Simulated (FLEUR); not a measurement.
Runs of FLEUR MaX-R8.1 (later development tree) on CO2. It takes space group I-42d (No. 122, tetragonal). Conventional cell: a = 3.949 Å, b = 3.949 Å, c = 6.028 Å, α = 90.00°, β = 90.00°, γ = 90.00°. Around O (site symmetry 2) lie 2 C at 1.40 Å. C (site symmetry -4) is surrounded by 4 O at 1.40 Å. The cell comes from a database or a generator and needn't be the stable form of this composition.

| task | level | gmax | muffin-tin radii | max iterations | mixer history | density convergence | kmax | gap on the mesh (eV) |
| --- | --- | --- | --- | --- | --- | --- | --- | --- |
| single point | PBEsol | 18.6 1/bohr | O 1.2, C 1.2 bohr | 60 | 15 | 1e-05 me/bohr^3 | 6 1/bohr | 7.57 |
| band structure | r2SCAN | 18.1 1/bohr | O 1.23, C 1.23 bohr | 80 | 30 | 0.0001 me/bohr^3 | 5.85 1/bohr | 8.49 |
| band structure | LDA | 18.1 1/bohr | O 1.23, C 1.23 bohr | 60 | 15 | 1e-05 me/bohr^3 | 5.85 1/bohr | (a) |
| band structure | PBEsol | 18.1 1/bohr | O 1.23, C 1.23 bohr | 60 | 15 | 1e-05 me/bohr^3 | 5.85 1/bohr | 7.57 |

Alike in all rows: potentials or basis all-electron, FLAPW; no spin polarisation; cell as given; k mesh 9 × 9 × 9; smearing fermi-dirac 0.05 eV.

Question: Estimate the missing entries.

Answer: (a) 7.45.

Caveats: an odd mesh through Γ misses points on the zone boundary, where band edges often lie (some runs); the meta-GGA is that of a development version, with a GGA for the radial functions and cores and without core tails (some runs).

Not every run made on this cell is shown here.
